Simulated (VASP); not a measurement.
# Zr (P6/mmm) in VASP: a series of runs

Aim: see how the results for Zr move with the level of theory and the settings. Levels: PBEsol, r2SCAN. Tasks: relaxation of shape and atoms at fixed volume, relaxation of cell and atoms.

Everything below comes from runs of VASP 6.6.1. Logs are shortened: lines on timing, memory, paths and dates and some standing lists are left out, and cuts for length are marked.

**1. The crystal as given**

It takes space group P6/mmm (No. 191, hexagonal). The conventional cell has a = 5.033 Å, b = 5.033 Å, c = 3.132 Å, α = 90.00°, β = 90.00°, γ = 120.00°. Around Zr (site symmetry -6m2) lie 11 Zr at 2.91 to 3.30 Å. Zr (site symmetry 6/mmm) is surrounded by 14 Zr at 3.13 to 3.30 Å.

The cell was built by a generator and needn't be a form met in nature.

**2. Relaxation of shape and atoms at fixed volume, PBEsol (a relaxed cell with its volume scaled by 1.06)**

INCAR reads:

```
ALGO = Fast
EDIFF = 1E-7
EDIFFG = -0.01
ENCUT = 600
GGA = PS
IBRION = 2
ISIF = 4
ISMEAR = 1
LASPH = T
LCHARG = F
LREAL = F
LWAVE = F
NELM = 80
NSW = 40
PREC = Accurate
SIGMA = 0.1
```

KPOINTS reads:

```
k-points
0
Gamma
  9 9 12
```

POSCAR reads:

```
Zr                                      
1.0
    5.0664405805     -0.0000000000      0.0000000000
   -2.5332202902      4.3876662473     -0.0000000000
    0.0000000000     -0.0000000000      3.1778557399
  Zr            
     3
Direct
     0.6666666699999979    0.3333333300000021    0.5000000000000000
     0.3333333300000021    0.6666666699999979    0.5000000000000000
     0.0000000000000000    0.0000000000000000    0.0000000000000000
```

Potentials or basis: VASP PAW PBE potentials, release 64 (Zr_sv).

Launch:

```
cat potpaw_PBE.64/Zr_sv/POTCAR > POTCAR
mpirun -np 1 vasp_std > vasp.out
```

OUTCAR:

```text
EDIFF = 1E-7
   EDIFFG = -0.01
   ENCUT = 600
   GGA = PS
   IBRION = 2
   ISIF = 4
   ISMEAR = 1
   LASPH = T
   LREAL = F
   NELM = 80
   NSW = 40
   PREC = Accurate

 ion  position               nearest neighbor table
   1  0.667  0.333  0.500-   2 2.93   2 2.93   2 2.93   3 3.33   3 3.33   3 3.33   3 3.33   3 3.33
                             3 3.33
   2  0.333  0.667  0.500-   1 2.93   1 2.93   1 2.93   3 3.33   3 3.33   3 3.33   3 3.33   3 3.33
                             3 3.33
   3  0.000  0.000  0.000-   1 3.33   2 3.33   1 3.33   2 3.33   2 3.33   2 3.33   1 3.33   1 3.33
                             1 3.33   1 3.33   2 3.33   2 3.33

  LATTYP: Found a hexagonal cell.
 ALAT       =     5.0664405805
 C/A-ratio  =     0.6272363584

  Lattice vectors:

 A1 = (   5.0664405805,   0.0000000000,   0.0000000000)
 A2 = (  -2.5332202902,   4.3876662473,   0.0000000000)
 A3 = (   0.0000000000,   0.0000000000,   3.1778557399)

Analysis of symmetry for initial positions (statically):
=====================================================================
 Subroutine PRICEL returns:
 Original cell was already a primitive cell.

 Routine SETGRP: Setting up the symmetry group for a
 hexagonal supercell.

 Subroutine GETGRP returns: Found 24 space group operations
 (whereof 24 operations were pure point group operations)
 out of a pool of 24 trial point group operations.

The static configuration has the point symmetry D_6h.

Analysis of symmetry for dynamics (positions and initial velocities):
=====================================================================
 Subroutine PRICEL returns:
 Original cell was already a primitive cell.

 Routine SETGRP: Setting up the symmetry group for a
 hexagonal supercell.

 Subroutine GETGRP returns: Found 24 space group operations
 (whereof 24 operations were pure point group operations)
 out of a pool of 24 trial point group operations.

The dynamic configuration has the point symmetry D_6h.

 Subroutine INISYM returns: Found 24 space group operations
 (whereof 24 operations are pure point group operations),
 and found     1 'primitive' translations

----------------------------------------------------------------------------------------

                                     Primitive cell

  volume of cell :      70.6433

  direct lattice vectors                    reciprocal lattice vectors
     5.066440581  0.000000000  0.000000000     0.197377228  0.113955796  0.000000000
    -2.533220290  4.387666247  0.000000000     0.000000000  0.227911592  0.000000000
     0.000000000  0.000000000  3.177855740     0.000000000  0.000000000  0.314677595

  length of vectors
     5.066440581  5.066440579  3.177855740     0.227911592  0.227911592  0.314677595

  position of ions in fractional coordinates (direct lattice)
     0.666666670  0.333333330  0.500000000
     0.333333330  0.666666670  0.500000000
     0.000000000  0.000000000  0.000000000

  ion indices of the primitive-cell ions
   primitive index   ion index
                 1           1
                 2           2
                 3           3

----------------------------------------------------------------------------------------

 KPOINTS: k-points

Automatic generation of k-mesh.
 Grid dimensions read from file:
 generate k-points for:    9    9   12

 Generating k-lattice:

  Cartesian coordinates                     Fractional coordinates (reciprocal lattice)
     0.021930803  0.012661755  0.000000000     0.111111111  0.000000000  0.000000000
     0.000000000  0.025323510  0.000000000     0.000000000  0.111111111  0.000000000
     0.000000000  0.000000000  0.026223133     0.000000000  0.000000000  0.083333333

  Length of vectors
     0.025323510  0.025323510  0.026223133

  Shift w.r.t. Gamma in fractional coordinates (k-lattice)
     0.000000000  0.000000000  0.000000000

 Subroutine IBZKPT returns following result:
 ===========================================

 Found     84 irreducible k-points:

 Following reciprocal coordinates:
            Coordinates               Weight
  0.000000  0.000000  0.000000      1.000000
  0.111111 -0.000000  0.000000      6.000000
  0.222222 -0.000000  0.000000      6.000000
  0.333333 -0.000000  0.000000      6.000000
  0.444444 -0.000000  0.000000      6.000000
  0.111111  0.111111  0.000000      6.000000
[... 16 lines left out ...]
  0.333333  0.222222  0.083333     24.000000
  0.333333  0.333333  0.083333      4.000000
 [... further k-points ...]
   k-points           NKPTS =     84   k-points in BZ     NKDIM =     84   number of bands    NBANDS=     22
   number of dos      NEDOS =    301   number of ions     NIONS =      3
   total plane-waves  NPLWV =  44800
   dimension x,y,z NGX =    40 NGY =   40 NGZ =   28
   dimension x,y,z NGXF=    80 NGYF=   80 NGZF=   56
   ions per type =               3
   NGX,Y,Z   is equivalent  to a cutoff of  13.13, 13.13, 14.65 a.u.
   NGXF,Y,Z  is equivalent  to a cutoff of  26.25, 26.25, 29.30 a.u.
 SYSTEM =  unknown system
   PREC   = accura    normal or accurate (medium, high low for compatibility)
   ISTART =      0    job   : 0-new  1-cont  2-samecut
   ICHARG =      2    charge: 1-file 2-atom 10-const
   ISPIN  =      1    spin polarized calculation?
   LNONCOLLINEAR =      F non collinear calculations
   LSORBIT =      F    spin-orbit coupling
   LASPH  =      T    aspherical Exc in radial PAW
   ENCUT  =  600.0 eV  44.10 Ry    6.64 a.u.  10.12 10.12  6.35*2*pi/ulx,y,z
   NELM   =     80;   NELMIN=  2; NELMDL= -5     # of ELM steps
   EDIFF  = 0.1E-06   stopping-criterion for ELM
   LREAL  =      F    real-space projection
   EDIFFG = -.1E-01   stopping-criterion for IOM
   NSW    =     40    number of steps for IOM
   IBRION =      2    ionic relax: 0-MD 1-quasi-New 2-CG
   NFREE  =      1    steps in history (QN), initial steepest desc. (CG)
   ISIF   =      4    stress and relaxation
   ISYM   =      2    0-nonsym 1-usesym 2-fastsym
   POTIM  = 0.5000    time-step for ionic-motion
   TEBEG  =    0.0;   TEEND  =   0.0 temperature during run
   PSTRESS=    0.0 pullay stress
   NELECT =      36.0000    total number of electrons
   NUPDOWN=      -1.0000    fix difference up-down
   EMIN   =  10.00;   EMAX   =-10.00  energy-range for DOS
   EFERMI =   0.00;   METHOD = LEGACY
   ISMEAR =     1;   SIGMA  =   0.10  broadening in eV -4-tet -1-fermi 0-gaus
   EFERMI_NEDOS =   21; number of points for ismear=-14 and -15
   IALGO  =     68    algorithm
   IMIX   =      4    mixing-type and parameters
     AMIX     =   0.40;   BMIX     =  1.00
     AMIX_MAG =   1.60;   BMIX_MAG =  1.00
  volume/ion in A,a.u.               =      23.55       158.91
  Fermi-wavevector in a.u.,A,eV,Ry     =   1.307632  2.471066 23.264609  1.709901
  Thomas-Fermi vector in A             =   2.438353
   LORBIT       =      0    0 simple, 1 ext, 2 COOP (PROOUT), +10 PAW based schemes
   GGA     = PS    functional components
   LHFCALC =     F    Hartree Fock is set to
   AEXX    =    0.0000 exact exchange contribution
   IVDW    =     0    specifies the selected vdW correction
   LEPSILON=     F    determine dielectric tensor
   LRPA    =     F    only Hartree local field effects (RPA)
 conjugate gradient relaxation of ions
 non-spin polarized calculation
 RMM-DIIS sequential band-by-band and
 Methfessel and Paxton  Order N= 1 SIGMA  =   0.10
  energy-cutoff  :      600.00
  volume of cell :       70.64
 maximum number of plane-waves:      2391
   NGX = 21   NGY = 21   NGZ = 13

 number of electron      36.0000000 magnetization

 Free energy of the ion-electron system (eV)
  ---------------------------------------------------
  ext. energy  EPLUGINS =         0.00000000
  ---------------------------------------------------
  free energy    TOTEN  =       -27.20304054 eV

  energy without entropy =      -27.20483356  energy(sigma->0) =      -27.20363822

 E-fermi :   8.6163     XC(G=0): -11.1483

 val. band max:        8.6135705937   @ k =   0.2222   0.2222   0.0833
 cond. band min:       8.6294983632   @ k =   0.3333   0.1111   0.0000
 fundamental gap:      0.0159277695
 Fermi energy:         8.6162538555

 k-point     1 :       0.0000    0.0000    0.0000
  band No.  band energies     occupation
      1     -40.2310      2.00000
      2     -39.9232      2.00000
      3     -39.7360      2.00000
      4     -18.3733      2.00000
      5     -18.3733      2.00000
      6     -18.3212      2.00000
[... 14 lines left out ...]
     21      10.2116     -0.00000
     22      10.2212     -0.00000

 k-point     2 :       0.1111   -0.0000    0.0000
  band No.  band energies     occupation
      1     -40.2295      2.00000
      2     -39.9194      2.00000
      3     -39.7415      2.00000
      4     -18.4489      2.00000
      5     -18.4326      2.00000
      6     -18.2435      2.00000
[... 14 lines left out ...]
     21      10.0798     -0.00000
     22      10.3495     -0.00000

 k-point     3 :       0.2222   -0.0000    0.0000
  band No.  band energies     occupation
      1     -40.2259      2.00000
      2     -39.9084      2.00000
      3     -39.7569      2.00000
      4     -18.5322      2.00000
      5     -18.4578      2.00000
      6     -18.1546      2.00000
[... 14 lines left out ...]
     21       9.7267     -0.00000
     22      10.0577     -0.00000

 k-point     4 :       0.3333   -0.0000    0.0000
  band No.  band energies     occupation
      1     -40.2219      2.00000
      2     -39.8912      2.00000
      3     -39.7789      2.00000
      4     -18.5939      2.00000
      5     -18.4234      2.00000
      6     -18.0863      2.00000
[... 14 lines left out ...]
     21       9.7365     -0.00000
     22       9.8056     -0.00000

 k-point     5 :       0.4444   -0.0000    0.0000
  band No.  band energies     occupation
      1     -40.2194      2.00000
      2     -39.8740      2.00000
      3     -39.7990      2.00000
      4     -18.6265      2.00000
      5     -18.3518      2.00000
      6     -18.1297      2.00000
[... 417 lines left out ...]
 k-point    22 :       0.2222    0.2222    0.0833
  band No.  band energies     occupation
      1     -40.2168      2.00000
      2     -39.8765      2.00000
      3     -39.7887      2.00000
      4     -18.5149      2.00000
      5     -18.4763      2.00000
      6     -18.1893      2.00000
[... 14 lines left out ...]
     21       9.3735     -0.00000
     22       9.9578     -0.00000

 k-point    23 :       0.3333    0.2222    0.0833
  band No.  band energies     occupation
      1     -40.2152      2.00000
      2     -39.8564      2.00000
      3     -39.8108      2.00000
      4     -18.5185      2.00000
      5     -18.4058      2.00000
      6     -18.2865      2.00000
[... 14 lines left out ...]
     21       9.4029     -0.00000
     22       9.9360     -0.00000

 k-point    24 :       0.3333    0.3333    0.0833
  band No.  band energies     occupation
      1     -40.2147      2.00000
      2     -39.8339      2.00000
      3     -39.8339      2.00000
      4     -18.4243      2.00000
      5     -18.4050      2.00000
      6     -18.4050      2.00000
[... 14 lines left out ...]
     21       9.0871     -0.00000
     22      10.1864     -0.00000

 [... further k-points ...]
[... 5 lines left out ...]
  --------------------------------------------------------------------------------------
  -------------------------------------------------------------------------------------
  Total       -2.3576017     -2.3576017     -2.3994766     -0.0000000      0.0000000      0.0000000
  in kB      -53.4700137    -53.4700136    -54.4197295     -0.0000000      0.0000000      0.0000000
  external PRESSURE =     -53.7865856 kB  Pullay stress =       0.0000000 kB

 VOLUME and BASIS-vectors are now :
 -----------------------------------------------------------------------------
  energy-cutoff  :      600.00
  volume of cell :       70.64
      direct lattice vectors                 reciprocal lattice vectors
     5.066440581  0.000000000  0.000000000     0.197377228  0.113955796  0.000000000
    -2.533220290  4.387666247  0.000000000     0.000000000  0.227911592  0.000000000
     0.000000000  0.000000000  3.177855740     0.000000000  0.000000000  0.314677595

 POSITION                                       TOTAL-FORCE (eV/Angst)
 -----------------------------------------------------------------------------------
      2.53322      1.46256      1.58893         0.000000      0.000000      0.000000
     -0.00000      2.92511      1.58893        -0.000000      0.000000      0.000000
      0.00000      0.00000      0.00000        -0.000000      0.000000      0.000000
 -----------------------------------------------------------------------------------
    total drift:                                0.000000     -0.000000      0.000000

  FREE ENERGIE OF THE ION-ELECTRON SYSTEM (eV)
  ---------------------------------------------------
  free  energy   TOTEN  =       -27.2030405417 eV

  energy  without entropy=      -27.2048335629  energy(sigma->0) =      -27.20363822

 reached required accuracy - stopping structural energy minimisation
```

It took 4 min on 1 thread of Intel Xeon Platinum 8488C (Sapphire Rapids), shared host; peak memory 0.28 GiB.

Results:

```
Free energy             : -27.2030 eV
Pressure after relaxing : -5.4 GPa
Band gap on the k mesh  : none (metal or under the smearing width)
```

Final structure:
```xyz
3
Lattice="5.0664 0.0000 0.0000 -2.5332 4.3877 0.0000 0.0000 0.0000 3.1779" Properties=species:S:1:pos:R:3 pbc="T T T"
Zr    2.5332    1.4626    1.5889
Zr    0.0000    2.9251    1.5889
Zr    0.0000    0.0000    0.0000
```

Levels at points of the mesh, in eV from the Fermi level:
| k point | band 15 | band 16 | band 17 | band 18 | band 19 | band 20 | band 21 | band 22 |
| --- | --- | --- | --- | --- | --- | --- | --- | --- |
| (0.00, 0.00, 0.00) | -0.51 | -0.51 | -0.45 | -0.45 | -0.17 | 0.83 | 1.60 | 1.60 |
| (0.00, 0.00, 0.50) | -2.19 | -1.83 | -1.83 | -1.43 | 1.20 | 1.20 | 1.59 | 1.59 |

Caveat: the relaxation stopped at its first step, so nothing moved; the PAW data sets were made with another functional, which shifts forces and pressure a little.

**3. Relaxation of cell and atoms, r2SCAN, target pressure 17 GPa, at which the enthalpy is minimised**

INCAR reads:

```
ALGO = Normal ; EDIFF = 1E-6
EDIFFG = -0.01 ; ENCUT = 600
IBRION = 2 ; ISIF = 3
ISMEAR = 1 ; LASPH = T
LCHARG = F ; LMIXTAU = T
LREAL = F ; LWAVE = F
METAGGA = R2SCAN ; NELM = 80
NSW = 90 ; PREC = Accurate
PSTRESS = 170.0 ; SIGMA = 0.1
```

KPOINTS is that of step 2.

POSCAR reads:

```
Zr
1.0
    5.0328000000      0.0000000000      0.0000000000
   -2.5164000000      4.3585326500      0.0000000000
    0.0000000000      0.0000000000      3.1324000000
Zr
3
Direct
    0.6666666700      0.3333333300      0.5000000000
    0.3333333300      0.6666666700      0.5000000000
    0.0000000000      0.0000000000      0.0000000000
```

Potentials or basis: VASP PAW PBE potentials, release 64 (Zr_sv).

Launch:

```
cat potpaw_PBE.64/Zr_sv/POTCAR > POTCAR
mpirun -np 1 vasp_std > vasp.out
```

Wall time 39 min (1 thread of Intel Xeon Platinum 8488C (Sapphire Rapids), shared host); peak memory 0.31 GiB.

It converged, with:

```yaml
Free_energy: -67.8541 eV
Relaxed_volume: 20.16 Å³/atom
Relaxed_cell: a = 4.806 Å, b = 4.806 Å, c = 3.023 Å, α = 90.00°, β = 90.00°, γ = 120.00°
Space_group_after_relaxing_to_0.05_Å: P6/mmm (No. 191)
Energy_change_on_relaxing_the_enthalpy_is_what_falls: +142.0 meV/atom
Ionic_steps: 12
Pressure_after_relaxing: 17.0 GPa
Band_gap_on_the_k_mesh: none (metal or under the smearing width)
```

Step by step:
| step | energy change (eV) | largest force (eV/Å) | pressure (GPa) | volume (Å³) |
| --- | --- | --- | --- | --- |
| 1 | 0.0000 | 0.0000 | 1.08 | 68.71 |
| 2 | 3.2102 | 0.0000 | 63.75 | 48.47 |
| 3 | 0.3729 | 0.0000 | 15.71 | 61.00 |
| 4 | 0.4195 | 0.0000 | 16.81 | 60.54 |
| 5 | 0.4361 | 0.0000 | 17.20 | 60.38 |
| 6 | 0.4349 | 0.0000 | 17.21 | 60.38 |
| 7 | 0.4349 | 0.0000 | 17.21 | 60.38 |
| 8 | 0.4349 | 0.0000 | 17.21 | 60.38 |
| 9 | 0.4349 | 0.0000 | 17.21 | 60.38 |
| 10 | 0.4349 | 0.0000 | 17.21 | 60.38 |
| 11 | 0.4141 | 0.0000 | 16.72 | 60.58 |
| 12 | 0.4260 | 0.0000 | 17.00 | 60.47 |

Final structure:
```yaml
crystal:
  lattice:
    - [4.80617, 0.00000, 0.00000]
    - [-2.40309, 4.16227, 0.00000]
    - [0.00000, 0.00000, 3.02268]
  atoms:
    - { symbol: Zr, position: [0.66667, 0.33333, 0.50000] }
    - { symbol: Zr, position: [0.33333, 0.66667, 0.50000] }
    - { symbol: Zr, position: [0.00000, 0.00000, 0.00000] }
```

Levels at points of the mesh, in eV from the Fermi level:
| k point | band 16 | band 17 | band 18 | band 19 | band 20 | band 21 |
| --- | --- | --- | --- | --- | --- | --- |
| (0.00, 0.00, 0.00) | -0.57 | -0.51 | -0.51 | -0.08 | 1.10 | 1.97 |
| (0.00, 0.00, 0.50) | -2.45 | -2.17 | -1.40 | 1.37 | 1.37 | 2.14 |

Caveat: the cell is relaxed towards a set pressure, so the enthalpy falls and the energy may rise; the PAW data sets were made with another functional, which shifts forces and pressure a little.

**4. Relaxation of cell and atoms, r2SCAN, target pressure 17 GPa, at which the enthalpy is minimised**

This run uses another cell than the first one, of 20.16 Å³/atom, 0.880 times its volume.

Changes to INCAR since step 3:

```diff
@@ -1,3 +1,3 @@
-ALGO = Normal ; EDIFF = 1E-6
-EDIFFG = -0.01 ; ENCUT = 600
+ALGO = Normal ; EDIFF = 1E-7
+EDIFFG = -0.005 ; ENCUT = 600
 IBRION = 2 ; ISIF = 3
```

KPOINTS is that of step 3.

POSCAR reads:

```
Zr                                      
1.0
    4.8061725754     -0.0000000000      0.0000000000
   -2.4030862877      4.1622675426     -0.0000000000
    0.0000000000     -0.0000000000      3.0226827482
  Zr            
     3
Direct
     0.6666666699999979    0.3333333300000021    0.5000000000000000
     0.3333333300000021    0.6666666699999979    0.5000000000000000
     0.0000000000000000    0.0000000000000000    0.0000000000000000
```

Launch:

```
cat potpaw_PBE.64/Zr_sv/POTCAR > POTCAR
mpirun -np 1 vasp_std > vasp.out
```

Run time: 5.2 min. Hardware: 1 thread of Intel Xeon Platinum 8488C (Sapphire Rapids), shared host; peak memory 0.26 GiB.

Results (log left out):

| Item | Value |
| --- | --- |
| Free energy | -67.8532 eV |
| Pressure after relaxing | 17.0 GPa |
| Band gap on the k mesh | none (metal or under the smearing width) |

Final structure:
```
Zr
1.0
     4.80617    0.00000    0.00000
    -2.40309    4.16227    0.00000
     0.00000    0.00000    3.02268
Zr
3
Direct
  0.66667 0.33333 0.50000
  0.33333 0.66667 0.50000
  0.00000 0.00000 0.00000
```

Levels at points of the mesh, in eV from the Fermi level:
| k point | band 15 | band 16 | band 17 | band 18 | band 19 | band 20 | band 21 | band 22 |
| --- | --- | --- | --- | --- | --- | --- | --- | --- |
| (0.00, 0.00, 0.00) | -0.57 | -0.57 | -0.51 | -0.51 | -0.08 | 1.10 | 1.97 | 1.97 |
| (0.00, 0.00, 0.50) | -2.45 | -2.45 | -2.17 | -1.40 | 1.37 | 1.37 | 2.14 | 2.14 |

Caveat: the relaxation stopped at its first step, so nothing moved; the cell is relaxed towards a set pressure, so the enthalpy falls and the energy may rise; the PAW data sets were made with another functional, which shifts forces and pressure a little.
